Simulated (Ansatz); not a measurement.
# PbF₂: pressure against volume ratio

Results calculated with Ansatz 0.2.0, not measured. Plane-wave density functional theory, PAW datasets, Gaussian smearing 0.05 eV: equation of state, the given cell scaled in volume with shape and atoms relaxed at each volume.

The cell before it is scaled or strained (space group Fm-3m, No. 225):
```
CELL_PARAMETERS angstrom
0.00000 2.96050 2.96050
2.96050 0.00000 2.96050
2.96050 2.96050 0.00000
ATOMIC_POSITIONS crystal
Pb 0.00000 0.00000 0.00000
F 0.25000 0.25000 0.25000
F 0.75000 0.75000 0.75000
```

Settings of every row: paw set soft_2; functional r2SCAN; spin treatment none; moment partition spheres; spin axis none; wave cutoff 500 eV; k mesh 8x8x8; symmetry use detected.

Atom hubbard u: 0 on all atoms.

Limits: no spin-orbit coupling, which can matter with elements this heavy.

```
row  volume ratio  V (Å³/atom)  pressure (GPa)  energy above given cell (meV per atom)
  1          0.96       16.606           3.488                                    7.27
  2          0.98       16.952            1.65                                    1.76
  3             1       17.298               ?                                       ?
  4          1.02       17.644          -1.449                                    1.57
  5          1.04        17.99           -2.75                                    6.14
  6          1.07       18.508          -4.443                                   17.86
```

Question: what pressure should row 3 give?

Worked fit of pressure. Take u = (V_r/V)^(2/3) − 1 with V_r = 17.644 Å³ an atom, which is twice the finite (Eulerian) strain; such expansions in the strain, on which the Birch-Murnaghan equation of state is built, carry the rest volume and the bulk modulus. The shown rows have u = 0.04125, 0.02703, 0, -0.01286, -0.03137. Least squares give pressure = −1.4489 + 105.836 × u + 333.72 × u² GPa; a straight line predicts inner rows, each left out in turn, worse (root mean square 0.2 against 0.0069 GPa). The rows lie off it by 0.003, -0.006, 0.000, 0.005, -0.002 (root mean square 0.0038 GPa). The pressure vanishes at u = 0.0131, or V = 17.3 Å³ an atom, and there the bulk modulus with shape and atoms relaxed is B = −V dP/dV = (2/3)(1 + u) dP/du = 77.4 GPa. The withheld row has u = 0.01329, so the fit gives −1.4489 + 105.836 × (0.01329) + 333.72 × (0.01329)² = 0.017 GPa.

The calculation gave 0.012 GPa. The fit lies 0.005 GPa (42 % of the value, 0.063 % of the column's range) above it; its largest miss of a shown row is 0.006 GPa.

The other values of row 3: energy above given cell 0 meV per atom.
